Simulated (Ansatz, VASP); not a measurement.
## One calculation of BAs, two programs

```
B As
1.0
     2.95701    0.00000    0.00000
     0.00000    2.95701    0.00000
     0.00000    0.00000    2.95701
B As
1 1
Direct
  0.50000 0.50000 0.50000
  0.00000 0.00000 0.00000
```

The cell was built by a generator and needn't be a form met in nature.

Alike in both runs: task single point; functional PBE; k mesh 9 × 9 × 9; occupations fermi-dirac, width 0.05 eV; no spin polarisation.

|  | VASP | Ansatz |
| --- | --- | --- |
| version | VASP 6.6.1 | Ansatz 0.2.0 |
| potentials or method | VASP PAW PBE potentials, release 64 (B, As) | Ansatz PAW |
| plane-wave cutoff (eV) | 520 | 420 |
| valence electrons in the cell | 8 | 18 |

Ansatz gave:

* gap on the k mesh at the Fermi level (eV): none
* pressure (GPa): -1.9

Q: What did VASP give for the same quantities?

A: gap on the k mesh at the Fermi level (eV): none; pressure (GPa): -1.8.

A gap of «none» marks a metal or a gap that the smearing closes. The two sets of potentials don't hold the same shells in valence.
